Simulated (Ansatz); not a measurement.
# GeBr2 (model cell, started as fluorite): the cell at rest

Wanted: the relaxed cell of GeBr2 (model cell, started as fluorite).

Main program and level: Ansatz 0.2.0; DFT PBEsol, scalar-relativistic, plane waves, PAW.

This is a report of a sequence of runs, with most program output left out.

The structure was built from a prototype and need not be the compound's stable phase.

### 1. The starting structure

The structure is cubic, space group Fm-3m (No. 225). The conventional cell has a = 6.803 Å, b = 6.803 Å, c = 6.803 Å, α = 90.00°, β = 90.00°, γ = 90.00°. Nearest to Ge lie 8 Br at 2.95 Å. Nearest to Br lie 4 Ge at 2.95 Å. Farther neighbours and most contacts between anions are not listed.

### 2. Probe on a coarse mesh

A quick single point on a coarse mesh tells whether the cell has a gap and how far it is from rest, which sets the k mesh and smearing that follow.

File input.yaml:

```yaml
crystal:
  lattice:
    - [0.0, 3.40152, 3.40152]
    - [3.40152, 0.0, 3.40152]
    - [3.40152, 3.40152, 0.0]
  atoms:
    - { symbol: Ge, position: [0.0, 0.0, 0.0] }
    - { symbol: Br, position: [0.25, 0.25, 0.25] }
    - { symbol: Br, position: [0.75, 0.75, 0.75] }
kpoints:
  mp_grid: { grid: [4, 4, 4] }
hamiltonian:
  xc: pbesol
scf:
  occupations: { method: gaussian, width: 0.1 }
output:
  forces: true
  stress: true
  eigenvalues: true
```

Run with:

```console
ansatz run input.yaml --threads 4 --pin off --max-ram 7168MiB --backend cpu --events-out ev --progress --plain --runs-dir out
```

It took 0.4 s on 4 threads of Arm Neoverse V2, shared host; peak memory 0.32 GiB; 1.1 s of CPU time.

A gap read on the k-mesh alone can miss the band edges.

This step gave:

```yaml
pressure: 1.093 GPa
gap_on_the_k_mesh: 1.654 eV
volume_per_atom: 26.24 Å³
direct_gap_on_mesh: 2.061 eV
```

The coarse mesh shows a gap of 1.65 eV and a pressure of 1.1 GPa.

### 3. Relaxation

Harmonic phonons are second derivatives at a point where the forces vanish, and they are wanted at zero stress, so atoms and cell are relaxed first.

input.yaml, the sections that differ from step 2:

```yaml
kpoints:
  mp_grid: { grid: [6, 6, 6] }
scf:
  occupations: { method: gaussian, width: 0.02 }
output:
  forces: true
  stress: true
  eigenvalues: true
  write_density: true
  write_potential: true
  elf: true
  volumetric_format: npy
relax:
  adjacent_minimum: "off"
  f_tol: 0.005
  max_steps: 80
  cell: { stress_tol: 0.05 }
# crystal, hamiltonian: as in step 2
```

The job ended after 2 s (4 threads; peak memory 0.36 GiB).

Relaxation path:

```tsv
step	energy less that of the first step (eV)	largest force component (eV/Å)	pressure (GPa)	volume (Å³)
1	0.0000	0.0000	1.05	78.71
2	-0.0055	0.0000	-0.18	80.88
3	-0.0057	0.0000	-0.01	80.56
4*	-0.0059	0.0000	-0.01	80.56
```

Relaxation steps marked * repeat the geometry before them on a plane-wave basis chosen anew for their cell, so energy and pressure can jump there.

The run keeps the 48 symmetry operations that it works with, so distortions that break them were not tested.

```tsv
conventional cell, symmetrised	before	after	change
a (Å)	6.803	6.856	+0.8 %
b (Å)	6.803	6.856	+0.8 %
c (Å)	6.803	6.856	+0.8 %
volume (Å³/atom)	26.24	26.85	+2.3 %
```

The relaxed structure:

```xyz
3
Lattice="0.0000 3.4279 3.4279 3.4279 0.0000 3.4279 3.4279 3.4279 0.0000" Properties=species:S:1:pos:R:3 pbc="T T T"
Ge    0.0000    0.0000    0.0000
Br    1.7140    1.7140    1.7140
Br    5.1419    5.1419    5.1419
```

Numbers from this step:

- pressure: -0.008387 GPa
- gap on the k-mesh: 1.750 eV
- volume per atom: 26.85 Å³
- direct gap on mesh: 2.028 eV

ELF in the ac plane of a cell with a along [110], b along [-110] and c along [001] of the cube at fractional y = 0.000, with atoms of Ge and Br within 0.2 Å of it. It is the smooth field of the valence electrons, not physical close to the nuclei.

Ten even steps from '_' (0.00) to '@' (0.86), each cell a mean:
```
__::==--::::----::::--==::__..====::::------::::==--..
--====--++##%%%%##++--====--====--==**%%%%%%**==--==--
====--==%%@@@@@@@@%%==--======----**@@@@@@@@@@**----==
::::::**@@%%----%%@@**::::::::::==%%@@++::++@@%%==::::
____::##@@++____**@@##::______..++@@%%::__::%%@@++..__
____::##@@##----%%@@##::______..++%%@@++::++@@%%++..__
____::**%%@@%%@@@@%%**::________==##@@@@%%@@@@##==____
____..--**%%%%%%%%**--__________::++##%%%%%%##==::____
________::::----::..______________..::------::..______
__________........____________________......__________
______..--++****++--..__________..::==++**++==::..____
____..==##@@@@@@@@##==..________--**%%@@@@@@%%**--____
____::**@@@@****@@@@**::______..==%%@@%%**##@@%%==..__
____--##@@**....**@@##::______..++@@@@--__--@@@@++..__
....::##@@**....**@@##::........++@@@@--__--@@@@==....
------**@@@@****@@@@++::------::==##@@##++%%@@##--::--
====--==##@@@@@@@@##==--========--++%%@@@@@@%%++--====
::--==----++****++----==--::::====--==******==--====::
..::==--............--==......--==::..........::==--__
```
Columns run along a (9.7 Å), rows up along c (6.9 Å), edges of the conventional cell, whose origin can differ from the input's. Atoms in or near the plane, at fractional coordinates: Ge at (0.00, 0.00), Ge at (0.50, 0.00), Br at (0.25, 0.25), Br at (0.75, 0.25), Br at (0.25, 0.75), Br at (0.75, 0.75).

Electrostatic potential energy in the ac plane of a cell with a along [110], b along [-110] and c along [001] of the cube at fractional y = 0.000, with atoms of Ge and Br within 0.2 Å of it. With pseudopotentials it is smooth inside the atoms' cores, unlike the true potential.

Ten even steps from '0' (-69 eV) to '9' (10 eV), each cell a mean:
```
347999999986434589999999854
568999999998655789998999875
789997557999878899864689988
999983003899999999510169999
999971001799999998400048999
999983003899999999510159999
999997447999999999854589999
999999889999999999998999999
999999999999999999999999999
999999999999999999999999999
999999999999999999999999999
999998778999999999987899999
999985225899999999731379999
999972002799999998400059999
999971002799999998400048999
899985125899989999731379999
678998778998767899987899987
457999999997544689999999864
346899999986433589999999753
```
Columns run along a (9.7 Å; values clipped at the 3rd and 97th percentile), rows up along c (6.9 Å), edges of the conventional cell, whose origin can differ from the input's. Atoms in or near the plane, at fractional coordinates: Ge at (0.00, 0.00), Ge at (0.50, 0.00), Br at (0.25, 0.25), Br at (0.75, 0.25), Br at (0.25, 0.75), Br at (0.75, 0.75).

Valence density in the ac plane of a cell with a along [110], b along [-110] and c along [001] of the cube at fractional y = 0.000, with atoms of Ge and Br within 0.2 Å of it. It is the smooth field of the valence electrons, not physical close to the nuclei.

Values in e/Å³, 10 rows by 16 columns, each cell a mean:
```
 9  1  0  0  0  0  0  5  9  1  0  0  0  0  0  5
 0  0  0  1  1  1  0  0  0  0  0  1  1  1  0  0
 0  0  1  1  1  1  0  0  0  0  1  1  1  1  0  0
 0  0  0  1  1  0  0  0  0  0  0  1  1  0  0  0
 0  0  0  0  0  0  0  0  0  0  0  0  0  0  0  0
 0  0  0  0  0  0  0  0  0  0  0  0  0  0  0  0
 0  0  0  1  1  1  0  0  0  0  0  1  1  1  0  0
 0  0  1  1  1  1  0  0  0  0  1  1  1  1  0  0
 0  0  0  1  1  0  0  0  0  0  0  1  1  0  0  0
17  1  0  0  0  0  0  9 17  1  0  0  0  0  0  9
```
Columns run along a (9.7 Å), rows up along c (6.9 Å), edges of the conventional cell, whose origin can differ from the input's. Atoms in or near the plane, at fractional coordinates: Ge at (0.00, 0.00), Ge at (0.50, 0.00), Br at (0.25, 0.25), Br at (0.75, 0.25), Br at (0.25, 0.75), Br at (0.75, 0.75).

In this step the volume went from 26.24 to 26.85 Å³/atom.

### 4. Tight relaxation

Phonons need a cell at rest on their own settings, so the relaxation is repeated with tight tolerances on forces and stress on the k mesh and occupations of the first response run.

File input.yaml:

```yaml
crystal:
  lattice:
    - [0.0, 3.4279332986, 3.4279332986]
    - [3.4279332986, 0.0, 3.4279332986]
    - [3.4279332986, 3.4279332986, 0.0]
  atoms:
    - { symbol: Ge, position: [0.0, 0.0, 0.0] }
    - { symbol: Br, position: [0.25, 0.25, 0.25] }
    - { symbol: Br, position: [0.75, 0.75, 0.75] }
kpoints:
  mp_grid: { grid: [8, 8, 8] }
hamiltonian:
  xc: pbesol
scf:
  occupations: { method: fixed }
output:
  forces: true
  stress: true
  eigenvalues: true
relax:
  adjacent_minimum: "off"
  f_tol: 0.001
  max_steps: 60
  cell: { stress_tol: 0.01 }
```

It took 1.6 s on 4 threads; peak memory 0.38 GiB; 5.5 s of CPU time.

Little changed from the start: no atom moved by 0.005 Å and no cell edge by 0.1 %.

This step gave:

```
pressure          : -0.008973 GPa
gap on the k-mesh : 1.675 eV
```

The forces vanish by symmetry and the pressure is -0.009 GPa, within the tolerances set. The cell now holds 26.85 Å³/atom.

### 5. Outcome

```json
{
 "space group after relaxation (within 0.01 Å)": "Fm-3m",
 "lattice constant a": "6.856 Å",
 "lattice constant b": "6.856 Å",
 "lattice constant c": "6.856 Å",
 "volume per atom": "26.9 Å³",
 "gap on the k-mesh": "1.67 eV"
}
```

**Reading.** The forces vanish by symmetry and the pressure is -0.009 GPa, within the tolerances set. The cell now holds 26.85 Å³/atom. The relaxation keeps the symmetry of its start, so it says nothing on stability against lower symmetry. The starting cell was built on a prototype and not taken from a measurement, so the phase need not exist.

[Logs are printed without paths, hosts, clocks, repeated set-up lines and the standing remarks that a program may print on its own settings, such as how far it seeks lower states.]

[Hosts, paths, dates, database ids (printed as entryN), source tags and the programs' standing remarks are cut or masked in the printed files.]
